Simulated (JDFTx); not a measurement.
# NbP (I4_1md) in JDFTx: reference runs

Reference runs on NbP: the cell as given.

Program: JDFTx 1.7.0 (patched build). These are calculated values, not measurements. Logs are shortened: lines on timing, memory, paths and dates and some standing lists are left out, and cuts for length are marked. The log counts tension as positive stress, the text compression.

## Step 1: The crystal as given

It takes space group I4_1md (No. 109, tetragonal). Conventional cell: a = 3.350 Å, b = 3.350 Å, c = 11.480 Å, α = 90.00°, β = 90.00°, γ = 90.00°. Nb (site symmetry 2mm) is surrounded by 6 P at 2.55 Å. Around P (site symmetry 2mm) lie 6 Nb at 2.55 Å.

The cell is a database's computed one.

## Step 2: Single point, PBE

Contents of NbP.in:

```
lattice \
   -3.1651462306     3.1651462306     3.1651462306 \
    3.1651462306    -3.1651462306     3.1651462306 \
   10.8472323782    10.8472323782   -10.8472323782
coords-type Lattice
ion Nb     0.2498808000     0.7498808000     0.5000000000 1
ion Nb     0.4998808000     0.4998808000     0.0000000000 1
ion P      0.8327477700     0.3327477700     0.5000000000 1
ion P      0.0827477700     0.0827477700     0.0000000000 1

ion-species pseudo/Nb.upf
ion-species pseudo/P.upf
elec-cutoff 41 328
elec-ex-corr gga-PBE
kpoint-folding 11 11 11
elec-smearing Fermi 0.0018374661
elec-n-bands 25
electronic-SCF nIterations 100 energyDiffThreshold 1e-09
electronic-minimize nIterations 30 energyDiffThreshold 1e-7
converge-empty-states yes
forces-output-coords Cartesian

dump-name run.$VAR
dump End Ecomponents EigStats BandEigs Kpoints Forces Stress ElecDensity Dtot KEdensity
```

Potentials or basis: PseudoDojo-SR-PBE-0.5-standard.

Launch:

```console
jdftx -c 1 -i NbP.in -o NbP.out
```

Log:

```text
*************** JDFTx 1.7.0 (patched build) ***************

Input parsed successfully to the following command list (including defaults):
[... the input with its defaults ...]

---------- Setting up symmetries ----------

Non-trivial transmission matrix:
[   1   0   0  ]
[   0   1   0  ]
[   1   1   1  ]
with reduced lattice vectors:
[      0.000000      6.330292      3.165146  ]
[      6.330292     -0.000000      3.165146  ]
[      0.000000      0.000000    -10.847232  ]

Found 16 point-group symmetries of the bravais lattice
Found 8 space-group symmetries with basis
Applied RMS atom displacement 9.10354e-17 bohrs to make symmetries exact.

---------- Initializing the Grid ----------
R =
[     -3.16515      3.16515      3.16515  ]
[      3.16515     -3.16515      3.16515  ]
[      10.8472      10.8472     -10.8472  ]
unit cell volume = 434.677
G =
[ 3.06646e-17   0.992558   0.289622  ]
[   0.992558 3.06646e-17   0.289622  ]
[   0.992558   0.992558 -1.01742e-17  ]
Minimum fftbox size, Smin = [  96  96  96  ]
Chosen fftbox size, S = [  96  96  96  ]

---------- Initializing tighter grid for wavefunction operations ----------
R =
[     -3.16515      3.16515      3.16515  ]
[      3.16515     -3.16515      3.16515  ]
[      10.8472      10.8472     -10.8472  ]
unit cell volume = 434.677
G =
[ 3.06646e-17   0.992558   0.289622  ]
[   0.992558 3.06646e-17   0.289622  ]
[   0.992558   0.992558 -1.01742e-17  ]
Minimum fftbox size, Smin = [  68  68  68  ]
Chosen fftbox size, S = [  70  70  70  ]

---------- Exchange Correlation functional ----------
Initalized PBE GGA exchange.
Initalized PBE GGA correlation.

---------- Setting up pseudopotentials ----------
Width of ionic core gaussian charges (only for fluid interactions / plotting) set to 0

Reading pseudopotential file 'pseudo/Nb.upf':
  'Nb' pseudopotential, 'PBE' functional
  Generated using ONCVPSP code by D. R. Hamann
  13 valence electrons, 4 orbitals, 6 projectors, 1001 radial grid points, with lMax = 2
    4S    l: 0   occupation:  2.0   eigenvalue: -2.145937
    4P    l: 1   occupation:  6.0   eigenvalue: -1.268628
    4D    l: 2   occupation:  4.0   eigenvalue: -0.111731
    5S    l: 0   occupation:  1.0   eigenvalue: -0.146340
  Core radius for overlap checks: 1.37 bohrs.

Reading pseudopotential file 'pseudo/P.upf':
  'P' pseudopotential, 'PBE' functional
  Generated using ONCVPSP code by D. R. Hamann
  5 valence electrons, 2 orbitals, 6 projectors, 1001 radial grid points, with lMax = 2
    3S    l: 0   occupation:  2.0   eigenvalue: -0.513364
    3P    l: 1   occupation:  3.0   eigenvalue: -0.202372
  Core radius for overlap checks: 1.66 bohrs.

Initialized 2 species with 4 total atoms.

Folded 1 k-points by 11x11x11 to 1331 k-points.

---------- Setting up k-points, bands, fillings ----------
Adding inversion symmetry to k-mesh for non-inversion-symmetric unit cell.
Reduced to 126 k-points under symmetry.
Computing the number of bands and number of electrons
Calculating initial fillings.
nElectrons:  36.000000   nBands: 25   nStates: 126

----- Setting up reduced wavefunction bases (one per k-point) -----
average nbasis = 5450.500 , ideal nbasis = 5450.499

---------- Setting up ewald sum ----------
Optimum gaussian width for ewald sums = 2.541036 bohr.
Real space sum over 1815 unit cells with max indices [  5  5  7  ]
Reciprocal space sum over 4913 terms with max indices [  8  8  8  ]

---------- Allocating electronic variables ----------
Initializing wave functions:  linear combination of atomic orbitals
Nb pseudo-atom occupations:   s ( 2 2 )  p ( 6 )  d ( 3 )
P pseudo-atom occupations:   s ( 2 )  p ( 3 )
	FillingsUpdate:  mu: +0.608195497  nElectrons: 36.000000
LCAOMinimize: Iter:   0  F: -128.0761238218549636  |grad|_K:  1.319e-03  alpha:  1.000e+00
	FillingsUpdate:  mu: +0.574440695  nElectrons: 36.000000
LCAOMinimize: Iter:   1  F: -128.1034020837523997  |grad|_K:  2.133e-04  alpha:  3.722e-01  linmin:  4.119e-01  cgtest: -9.710e-01
	FillingsUpdate:  mu: +0.574173322  nElectrons: 36.000000
[... 7 lines of inner loops ...]
LCAOMinimize: Iter:   5  F: -128.1043291813413703  |grad|_K:  5.431e-07  alpha:  3.567e-01  linmin:  4.949e-04  cgtest: -1.115e-03
	FillingsUpdate:  mu: +0.578460420  nElectrons: 36.000000
LCAOMinimize: Iter:   6  F: -128.1043291934896899  |grad|_K:  6.734e-08  alpha:  7.772e-01  linmin: -1.352e-03  cgtest:  6.179e-03
LCAOMinimize: Converged (|Delta F|<1.000000e-06 for 2 iters).

-------- Electronic minimization -----------
Will mix electronic density at each iteration.
	FillingsUpdate:  mu: +0.578460420  nElectrons: 36.000000
	FillingsUpdate:  mu: +0.558221651  nElectrons: 36.000000
SCF: Cycle:  0   F: -128.258583488006934   dF: -1.543e-01   |Residual|: 8.176e-02   |deigs|: 1.363e-02
	FillingsUpdate:  mu: +0.552908582  nElectrons: 36.000000
SCF: Cycle:  1   F: -128.264438876288636   dF: -5.855e-03   |Residual|: 4.646e-02   |deigs|: 7.768e-03
	FillingsUpdate:  mu: +0.549077182  nElectrons: 36.000000
SCF: Cycle:  2   F: -128.265192676074520   dF: -7.538e-04   |Residual|: 7.889e-03   |deigs|: 5.969e-03
	FillingsUpdate:  mu: +0.550170576  nElectrons: 36.000000
SCF: Cycle:  3   F: -128.265286627264999   dF: -9.395e-05   |Residual|: 4.190e-03   |deigs|: 1.875e-03
	FillingsUpdate:  mu: +0.549713572  nElectrons: 36.000000
SCF: Cycle:  4   F: -128.265313476888082   dF: -2.685e-05   |Residual|: 1.238e-03   |deigs|: 7.669e-04
	FillingsUpdate:  mu: +0.549838114  nElectrons: 36.000000
SCF: Cycle:  5   F: -128.265315022936335   dF: -1.546e-06   |Residual|: 4.436e-04   |deigs|: 2.017e-04
	FillingsUpdate:  mu: +0.549801505  nElectrons: 36.000000
SCF: Cycle:  6   F: -128.265315720453458   dF: -6.975e-07   |Residual|: 9.299e-05   |deigs|: 6.867e-05
	FillingsUpdate:  mu: +0.549795683  nElectrons: 36.000000
SCF: Cycle:  7   F: -128.265315891547147   dF: -1.711e-07   |Residual|: 2.496e-05   |deigs|: 1.601e-05
	FillingsUpdate:  mu: +0.549795672  nElectrons: 36.000000
SCF: Cycle:  8   F: -128.265315997227901   dF: -1.057e-07   |Residual|: 1.541e-05   |deigs|: 1.495e-05
	FillingsUpdate:  mu: +0.549797520  nElectrons: 36.000000
SCF: Cycle:  9   F: -128.265316022345388   dF: -2.512e-08   |Residual|: 7.524e-06   |deigs|: 8.251e-06
	FillingsUpdate:  mu: +0.549796681  nElectrons: 36.000000
SCF: Cycle: 10   F: -128.265316040376860   dF: -1.803e-08   |Residual|: 3.468e-06   |deigs|: 1.354e-05
	FillingsUpdate:  mu: +0.549796365  nElectrons: 36.000000
SCF: Cycle: 11   F: -128.265316044188154   dF: -3.811e-09   |Residual|: 1.295e-06   |deigs|: 1.060e-05
	FillingsUpdate:  mu: +0.549796154  nElectrons: 36.000000
SCF: Cycle: 12   F: -128.265316046844845   dF: -2.657e-09   |Residual|: 5.875e-07   |deigs|: 1.058e-05
	FillingsUpdate:  mu: +0.549796132  nElectrons: 36.000000
SCF: Cycle: 13   F: -128.265316047452188   dF: -6.073e-10   |Residual|: 6.513e-07   |deigs|: 7.101e-06
	FillingsUpdate:  mu: +0.549795994  nElectrons: 36.000000
SCF: Cycle: 14   F: -128.265316047889939   dF: -4.378e-10   |Residual|: 3.119e-07   |deigs|: 1.231e-05
SCF: Converged (|Delta E|<1.000000e-09 for 2 iters).

Setting wave functions to eigenvectors of Hamiltonian
Converging empty states (this may take a while):
EmptyStates: None of the convergence criteria satisfied.
|deigs|: 8.754e-05

# Stress tensor in Cartesian coordinates [Eh/a0^3]:
[  2.96006e-05            0            0  ]
[            0  2.96006e-05            0  ]
[            0            0  4.31109e-05  ]

# Ionic positions in lattice coordinates:
ion Nb   0.249880800000000   0.749880800000000   0.500000000000000 1
ion Nb   0.499880800000000   0.499880800000000   0.000000000000000 1
ion P   0.832747770000000   0.332747770000000   0.500000000000000 1
ion P   0.082747770000000   0.082747770000000   0.000000000000000 1

# Forces in Cartesian coordinates:
force Nb   0.000000000000000   0.000000000000000   0.000311991632330 1
force Nb   0.000000000000000  -0.000000000000000   0.000311991632330 1
force P   0.000000000000000   0.000000000000000  -0.000312526826055 1
force P   0.000000000000000   0.000000000000000  -0.000312526826055 1

# Energy components:
   Eewald =     -107.6701337378166272
       EH =       19.6417134788462349
     Eloc =      -79.1590468192029704
      Enl =       17.5350396080670983
      Exc =      -30.3451284846500684
 Exc_core =       10.3081421425078386
       KE =       41.4243027460157549
-------------------------------------
     Etot =     -128.2651110662327483
       TS =        0.0002049816571851
-------------------------------------
        F =     -128.2653160478899395

IonicMinimize: Iter:   0  F: -128.265316047889939  |grad|_K:  1.803e-04
IonicMinimize: None of the convergence criteria satisfied after 0 iterations.

#--- Lowdin population analysis ---
# oxidation-state Nb +0.114 +0.114
# oxidation-state P +0.008 +0.008

Dumping 'run.eigStats' ...
	eMin: -1.469234 at state 0 ( [ +0.000000 +0.000000 +0.000000 ] spin 0 )
	HOMO: +0.549393 at state 90 ( [ +0.181818 +0.454545 -0.454545 ] spin 0 )
	mu  : +0.549796
	LUMO: +0.550632 at state 57 ( [ +0.090909 +0.454545 -0.454545 ] spin 0 )
	eMax: +0.764881 at state 11 ( [ +0.000000 +0.090909 +0.454545 ] spin 0 )
	HOMO-LUMO gap: +0.001239
	Optical gap  : +0.002190 at state 57 ( [ +0.090909 +0.454545 -0.454545 ] spin 0 )
WARNING: the last solve of the electrons (or of bands or displaced states from it) ended unconverged.
Done!
```

It took 39 min on 1 thread of Arm Neoverse V2, shared host; peak memory 1.2 GiB.

Results:

| Property | Result |
| --- | --- |
| Free energy | -3490.2771 eV |
| Pressure | -1.0 GPa |
| Largest force | 0.016 eV/Å |
| Band gap on the k mesh | none (metal or under the smearing width) |

Forces on the atoms (eV/Å):
```
Nb   0.000  0.000  0.016
Nb   0.000  0.000  0.016
P    0.000  0.000 -0.016
P    0.000  0.000 -0.016
```

Caveat: the empty levels aren't tightly converged.
